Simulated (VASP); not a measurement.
# Al (P6/mmm) in VASP: further runs

Runs on Al. Level: PBE. Tasks: relaxation of cell and atoms, single point.

The COD entry that gives the cell may itself be a prediction, so a difference from it is no test against experiment.

Program: VASP 6.6.1. These are calculated values, not measurements. Logs are shortened: lines on timing, memory, paths and dates and some standing lists are left out, and cuts for length are marked.

## 1. The crystal as given

Symmetry: P6/mmm, No. 191, hexagonal system. Conventional cell: a = 4.004 Å, b = 4.004 Å, c = 3.414 Å, α = 90.00°, β = 90.00°, γ = 120.00°. Al (site symmetry -6m2) has 3 Al at 2.31 Å as nearest neighbours. Around Al (site symmetry 6/mmm) lie 12 Al at 2.87 Å.

The cell was built by a generator and needn't be a form met in nature.

## 2. Relaxation of cell and atoms, PBE

Input file INCAR:

```
PREC     = Accurate       # precision mode
ENCUT    = 600            # plane-wave cutoff, eV
EDIFF    = 1E-6           # SCF threshold, eV
ISMEAR   = 0              # smearing method
SIGMA    = 0.1            # smearing width, eV
LREAL    = False          # projectors in reciprocal space
LASPH    = True           # aspherical terms in the spheres
NELM     = 100            # most SCF steps
ALGO     = Normal         # electronic algorithm
ISIF     = 3              # what is computed and relaxed
LWAVE    = False          # write WAVECAR
LCHARG   = False          # write CHGCAR
GGA      = PE             # functional
IBRION   = 2              # ionic algorithm
NSW      = 90             # ionic steps
EDIFFG   = -0.04          # ionic threshold
```

Input file KPOINTS:

```
regular mesh
0
Gamma
  6 6 6
```

Input file POSCAR:

```
Al
1.0
    4.0044813180      0.0000000000      0.0000000000
   -2.0022406590      3.4679825503      0.0000000000
    0.0000000000      0.0000000000      3.4135100887
Al
3
Direct
    0.3333333333      0.6666666667      0.5000000000
    0.0000000000      0.0000000000      0.0000000000
    0.6666666667      0.3333333333      0.5000000000
```

Potentials or basis: VASP PAW PBE potentials, release 64 (Al).

Command:

```
$ cat potpaw_PBE.64/Al/POTCAR > POTCAR
$ mpirun -np 1 vasp_std > vasp.out
```

OUTCAR:

```text
PREC = Accurate
   ENCUT = 600
   EDIFF = 1E-6
   ISMEAR = 0
   LREAL = False
   LASPH = True
   NELM = 100
   ISIF = 3
   GGA = PE
   IBRION = 2
   NSW = 90
   EDIFFG = -0.04

 ion  position               nearest neighbor table
   1  0.333  0.667  0.500-   3 2.31   3 2.31   3 2.31   2 2.87   2 2.87   2 2.87   2 2.87   2 2.87
                             2 2.87
   2  0.000  0.000  0.000-   1 2.87   3 2.87   1 2.87   3 2.87   1 2.87   1 2.87   3 2.87   3 2.87
                             3 2.87   3 2.87   1 2.87   1 2.87
   3  0.667  0.333  0.500-   1 2.31   1 2.31   1 2.31   2 2.87   2 2.87   2 2.87   2 2.87   2 2.87
                             2 2.87

  LATTYP: Found a hexagonal cell.
 ALAT       =     4.0044813180
 C/A-ratio  =     0.8524225281

  Lattice vectors:

 A1 = (   4.0044813180,   0.0000000000,   0.0000000000)
 A2 = (  -2.0022406590,   3.4679825503,   0.0000000000)
 A3 = (   0.0000000000,   0.0000000000,   3.4135100887)

Analysis of symmetry for initial positions (statically):
=====================================================================
 Subroutine PRICEL returns:
 Original cell was already a primitive cell.

 Routine SETGRP: Setting up the symmetry group for a
 hexagonal supercell.

 Subroutine GETGRP returns: Found 24 space group operations
 (whereof 24 operations were pure point group operations)
 out of a pool of 24 trial point group operations.

The static configuration has the point symmetry D_6h.

Analysis of symmetry for dynamics (positions and initial velocities):
=====================================================================
 Subroutine PRICEL returns:
 Original cell was already a primitive cell.

 Routine SETGRP: Setting up the symmetry group for a
 hexagonal supercell.

 Subroutine GETGRP returns: Found 24 space group operations
 (whereof 24 operations were pure point group operations)
 out of a pool of 24 trial point group operations.

The dynamic configuration has the point symmetry D_6h.

 Subroutine INISYM returns: Found 24 space group operations
 (whereof 24 operations are pure point group operations),
 and found     1 'primitive' translations

----------------------------------------------------------------------------------------

                                     Primitive cell

  volume of cell :      47.4050

  direct lattice vectors                    reciprocal lattice vectors
     4.004481318  0.000000000  0.000000000     0.249720231  0.144176043  0.000000000
    -2.002240659  3.467982550  0.000000000     0.000000000  0.288352085  0.000000000
     0.000000000  0.000000000  3.413510089     0.000000000  0.000000000  0.292953580

  length of vectors
     4.004481318  4.004481318  3.413510089     0.288352085  0.288352085  0.292953580

  position of ions in fractional coordinates (direct lattice)
     0.333333333  0.666666667  0.500000000
     0.000000000  0.000000000  0.000000000
     0.666666667  0.333333333  0.500000000

  ion indices of the primitive-cell ions
   primitive index   ion index
                 1           1
                 2           2
                 3           3

----------------------------------------------------------------------------------------

 KPOINTS: regular mesh

Automatic generation of k-mesh.
 Grid dimensions read from file:
 generate k-points for:    6    6    6

 Generating k-lattice:

  Cartesian coordinates                     Fractional coordinates (reciprocal lattice)
     0.041620039  0.024029340  0.000000000     0.166666667  0.000000000  0.000000000
     0.000000000  0.048058681  0.000000000     0.000000000  0.166666667  0.000000000
     0.000000000  0.000000000  0.048825597     0.000000000  0.000000000  0.166666667

  Length of vectors
     0.048058681  0.048058681  0.048825597

  Shift w.r.t. Gamma in fractional coordinates (k-lattice)
     0.000000000  0.000000000  0.000000000

 Subroutine IBZKPT returns following result:
 ===========================================

 Found     28 irreducible k-points:

 Following reciprocal coordinates:
            Coordinates               Weight
  0.000000  0.000000  0.000000      1.000000
  0.166667  0.000000  0.000000      6.000000
  0.333333  0.000000  0.000000      6.000000
  0.500000  0.000000  0.000000      3.000000
  0.166667  0.166667  0.000000      6.000000
  0.333333  0.166667  0.000000     12.000000
[... 16 lines left out ...]
  0.166667  0.000000  0.500000      6.000000
  0.333333  0.000000  0.500000      6.000000
 [... further k-points ...]
   k-points           NKPTS =     28   k-points in BZ     NKDIM =     28   number of bands    NBANDS=      8
   number of dos      NEDOS =    301   number of ions     NIONS =      3
   total plane-waves  NPLWV =  28672
   dimension x,y,z NGX =    32 NGY =   32 NGZ =   28
   dimension x,y,z NGXF=    64 NGYF=   64 NGZF=   56
   ions per type =               3
   NGX,Y,Z   is equivalent  to a cutoff of  13.28, 13.28, 13.64 a.u.
   NGXF,Y,Z  is equivalent  to a cutoff of  26.57, 26.57, 27.27 a.u.
 SYSTEM =  unknown system
   PREC   = accura    normal or accurate (medium, high low for compatibility)
   ISTART =      0    job   : 0-new  1-cont  2-samecut
   ICHARG =      2    charge: 1-file 2-atom 10-const
   ISPIN  =      1    spin polarized calculation?
   LNONCOLLINEAR =      F non collinear calculations
   LSORBIT =      F    spin-orbit coupling
   LASPH  =      T    aspherical Exc in radial PAW
   ENCUT  =  600.0 eV  44.10 Ry    6.64 a.u.   8.00  8.00  6.82*2*pi/ulx,y,z
   NELM   =    100;   NELMIN=  2; NELMDL= -5     # of ELM steps
   EDIFF  = 0.1E-05   stopping-criterion for ELM
   LREAL  =      F    real-space projection
   EDIFFG = -.4E-01   stopping-criterion for IOM
   NSW    =     90    number of steps for IOM
   IBRION =      2    ionic relax: 0-MD 1-quasi-New 2-CG
   NFREE  =      1    steps in history (QN), initial steepest desc. (CG)
   ISIF   =      3    stress and relaxation
   ISYM   =      2    0-nonsym 1-usesym 2-fastsym
   POTIM  = 0.5000    time-step for ionic-motion
   TEBEG  =    0.0;   TEEND  =   0.0 temperature during run
   PSTRESS=    0.0 pullay stress
   NELECT =       9.0000    total number of electrons
   NUPDOWN=      -1.0000    fix difference up-down
   EMIN   =  10.00;   EMAX   =-10.00  energy-range for DOS
   EFERMI =   0.00;   METHOD = LEGACY
   ISMEAR =     0;   SIGMA  =   0.10  broadening in eV -4-tet -1-fermi 0-gaus
   EFERMI_NEDOS =   21; number of points for ismear=-14 and -15
   IALGO  =     38    algorithm
   IMIX   =      4    mixing-type and parameters
     AMIX     =   0.40;   BMIX     =  1.00
     AMIX_MAG =   1.60;   BMIX_MAG =  1.00
  volume/ion in A,a.u.               =      15.80       106.63
  Fermi-wavevector in a.u.,A,eV,Ry     =   0.940909  1.778060 12.045366  0.885309
  Thomas-Fermi vector in A             =   2.068367
   LORBIT       =      0    0 simple, 1 ext, 2 COOP (PROOUT), +10 PAW based schemes
   GGA     = PE    functional components
   LHFCALC =     F    Hartree Fock is set to
   AEXX    =    0.0000 exact exchange contribution
   IVDW    =     0    specifies the selected vdW correction
   LEPSILON=     F    determine dielectric tensor
   LRPA    =     F    only Hartree local field effects (RPA)
 conjugate gradient relaxation of ions
 non-spin polarized calculation
 Gauss-broadening in eV      SIGMA  =   0.10
  energy-cutoff  :      600.00
  volume of cell :       47.41
 maximum number of plane-waves:      1608
 NGX is ok and might be reduce to    32

--------------------------------------- Ionic step        1  -------------------------------------------

 number of electron       9.0000000 magnetization

 Free energy of the ion-electron system (eV)
  ---------------------------------------------------
  ext. energy  EPLUGINS =         0.00000000
  ---------------------------------------------------
  free energy    TOTEN  =        -9.76790994 eV

  energy without entropy =       -9.76175906  energy(sigma->0) =       -9.76483450

------------------------ aborting loop because EDIFF is reached ----------------------------------------

  FORCE on cell =-STRESS in cart. coord.  units (eV):
  Direction    XX          YY          ZZ          XY          YZ          ZX
  --------------------------------------------------------------------------------------
  -------------------------------------------------------------------------------------
  Total        8.9077381      8.9077381     -0.7304599      0.0000000     -0.0000000      0.0000000
  in kB      301.0604163    301.0604163    -24.6878120      0.0000000     -0.0000000      0.0000000
  external PRESSURE =     192.4776736 kB  Pullay stress =       0.0000000 kB
[... 631 lines left out ...]
 k-point    24 :       0.3333    0.0000    0.5000
  band No.  band energies     occupation
      1       5.0114      2.00000
      2       5.0366      2.00000
      3       8.0135      2.00000
      4       8.2168      2.00000
      5      10.6403      0.00000
      6      11.1777      0.00000
      7      11.3719      0.00000
      8      11.9844      0.00000

 [... further k-points ...]

[... ionic steps 4 to 13 ...]

--------------------------------------- Ionic step       14  -------------------------------------------

 number of electron       9.0000000 magnetization

------------------------ aborting loop because EDIFF is reached ----------------------------------------

  FORCE on cell =-STRESS in cart. coord.  units (eV):
  Direction    XX          YY          ZZ          XY          YZ          ZX
  --------------------------------------------------------------------------------------
  -------------------------------------------------------------------------------------
  Total        1.4331766      1.4331766      1.4166830      0.0000000      0.0000000      0.0000000
  in kB       47.4015412     47.4015412     46.8560237      0.0000000      0.0000000      0.0000000
  external PRESSURE =      47.2197020 kB  Pullay stress =       0.0000000 kB
[... 59 lines left out ...]
  energy  without entropy=      -10.9474159927  energy(sigma->0) =      -10.94963418

--------------------------------------- Ionic step       16  -------------------------------------------

 number of electron       9.0000000 magnetization

 Free energy of the ion-electron system (eV)
  ---------------------------------------------------
  ext. energy  EPLUGINS =         0.00000000
  ---------------------------------------------------
  free energy    TOTEN  =       -10.97508846 eV

  energy without entropy =      -10.97038259  energy(sigma->0) =      -10.97273552

 E-fermi :   7.7158     XC(G=0): -10.0754

 val. band max:        7.6182182179   @ k =   0.0000   0.0000   0.3333
 cond. band min:       7.7528499258   @ k =   0.3333   0.3333   0.3333
 fundamental gap:      0.1346317080
 Fermi energy:         7.7157993368

 k-point     1 :       0.0000    0.0000    0.0000
  band No.  band energies     occupation
      1      -3.2546      2.00000
      2       5.5820      2.00000
      3       5.5820      2.00000
      4       5.6730      2.00000
      5       5.6730      2.00000
      6       6.3452      2.00000
      7       6.4537      2.00000
      8      15.0610      0.00000
[... 283 lines left out ...]
  FREE ENERGIE OF THE ION-ELECTRON SYSTEM (eV)
  ---------------------------------------------------
  free  energy   TOTEN  =       -10.9750884559 eV

  energy  without entropy=      -10.9703825917  energy(sigma->0) =      -10.97273552

 reached required accuracy - stopping structural energy minimisation
```

It took 82 s on 1 thread of Intel Xeon Platinum 8488C (Sapphire Rapids), shared host; peak memory 0.16 GiB.

Results:

* Free energy: -10.9751 eV
* Relaxed volume: 17.05 Å³/atom
* Relaxed cell: a = 4.585 Å, b = 4.585 Å, c = 2.810 Å, α = 90.00°, β = 90.00°, γ = 120.00°
* Space group after relaxing (to 0.05 Å): P6/mmm (No. 191)
* Energy gained by relaxing: 402.4 meV/atom
* Ionic steps: 16
* Pressure after relaxing: 0.3 GPa
* Band gap on the k mesh: none (metal or under the smearing width)

Step by step:
```tsv
step	energy change (eV)	largest force (eV/Å)	pressure (GPa)	volume (Å³)
1	0.0000	0.0000	19.25	47.41
2	-0.7057	0.0000	-5.26	61.23
3	-0.7633	0.0000	-1.92	57.06
4	-0.7633	0.0000	-2.15	57.27
5	-0.8128	0.0000	-1.03	55.75
6	-1.0742	0.0000	1.79	51.10
7	0.1033	0.0000	29.92	41.38
8	-1.1069	0.0000	2.84	50.18
9	-1.0053	0.0000	9.96	45.84
10	-1.1481	0.0000	4.31	48.98
11	-1.1423	0.0000	6.17	47.74
12	-1.1536	0.0000	5.07	48.44
13	-1.1667	0.0000	4.70	48.44
14	-1.1668	0.0000	4.72	48.44
15	-1.1839	0.0000	3.50	49.11
16	-1.2072	0.0000	0.27	51.16
```

Final structure:
```
Al
1.0
     4.58468    0.00000    0.00000
    -2.29234    3.97045    0.00000
     0.00000    0.00000    2.81023
Al
3
Direct
  0.33333 0.66667 0.50000
  0.00000 0.00000 0.00000
  0.66667 0.33333 0.50000
```

Levels at points of the mesh, in eV from the Fermi level:
| k point | band 1 | band 2 | band 3 | band 4 | band 5 | band 6 | band 7 | band 8 |
| --- | --- | --- | --- | --- | --- | --- | --- | --- |
| (0.00, 0.00, 0.00) | -10.97 | -2.13 | -2.13 | -2.04 | -2.04 | -1.37 | -1.26 | 7.35 |
| (0.50, 0.00, 0.00) | -8.66 | -8.62 | -4.27 | -3.88 | 4.32 | 4.58 | 4.78 | 4.90 |
| (0.00, 0.00, 0.50) | -6.65 | -6.05 | 1.33 | 1.33 | 1.92 | 2.15 | 2.15 | 2.55 |
| (0.50, 0.00, 0.50) | -4.51 | -4.25 | -3.92 | -3.68 | -0.45 | 0.59 | 0.64 | 0.68 |

## 3. Single point, PBE

This run uses another cell than the first one: it holds 8 atoms, not 3.

Input file INCAR:

```
  PREC = Accurate
  ENCUT = 520
  EDIFF = 1E-6
  ISMEAR = 0
  SIGMA = 0.1
  LREAL = False
  LASPH = True
  NELM = 100
  ALGO = Normal
  ISIF = 2
  LWAVE = False
  LCHARG = True
  GGA = PE
  LELF = True
  LVHAR = True
  NBANDS = 22
```

Input file KPOINTS:

```
regular mesh
0
Gamma
  6 6 2
```

Input file POSCAR:

```
Al
1.0
    4.3700137767      0.0000000000      0.0000000000
   -2.1850068883      3.7845429455      0.0000000000
    0.0000000000      0.0000000000     10.9529204680
Al
8
Direct
    0.0000000000      0.0000000000      0.1303917621
    0.0000000000      0.0000000000      0.6303917621
    0.0000000000      0.0000000000      0.3696082379
    0.0000000000      0.0000000000      0.8696082379
    0.3333333333      0.6666666667      0.0228500438
    0.6666666667      0.3333333333      0.5228500438
    0.3333333333      0.6666666667      0.4771499562
    0.6666666667      0.3333333333      0.9771499562
```

Potentials or basis: VASP PAW PBE potentials, release 64 (Al).

Command:

```
$ cat potpaw_PBE.64/Al/POTCAR > POTCAR
$ mpirun -np 1 vasp_std > vasp.out
```

It took 52 s on 1 thread of Intel Xeon Platinum 8488C (Sapphire Rapids), shared host; peak memory 0.3 GiB.

Results (log left out):

* Free energy: -27.0592 eV
* Pressure: -0.1 GPa
* Largest force: 0.005 eV/Å
* Band gap on the k mesh: none (metal or under the smearing width)

Forces in eV/Å, atoms in the order of the input:
```
Al   0.000  0.000 -0.005
Al   0.000  0.000 -0.005
Al   0.000  0.000  0.005
Al   0.000  0.000  0.005
Al   0.000  0.000 -0.001
Al   0.000  0.000 -0.001
Al   0.000  0.000  0.001
Al   0.000  0.000  0.001
```

Stress tensor (GPa, compression positive):
```
-0.08  0.00  0.00
 0.00 -0.08  0.00
 0.00  0.00 -0.26
```

Levels at points of the mesh, in eV from the Fermi level:
```
           k point  band 10  band 11  band 12  band 13  band 14  band 15
(0.00, 0.00, 0.00)    -0.38    -0.38    -0.35    -0.35     0.37     0.92
(0.50, 0.00, 0.00)    -2.23    -1.85    -1.31    -1.27     0.64     0.83
(0.00, 0.00, 0.50)    -0.56    -0.40    -0.40    -0.40    -0.40     1.07
(0.50, 0.00, 0.50)    -2.50    -1.56    -1.56     0.06     0.06     1.40
```

[end of part 1 of 2]
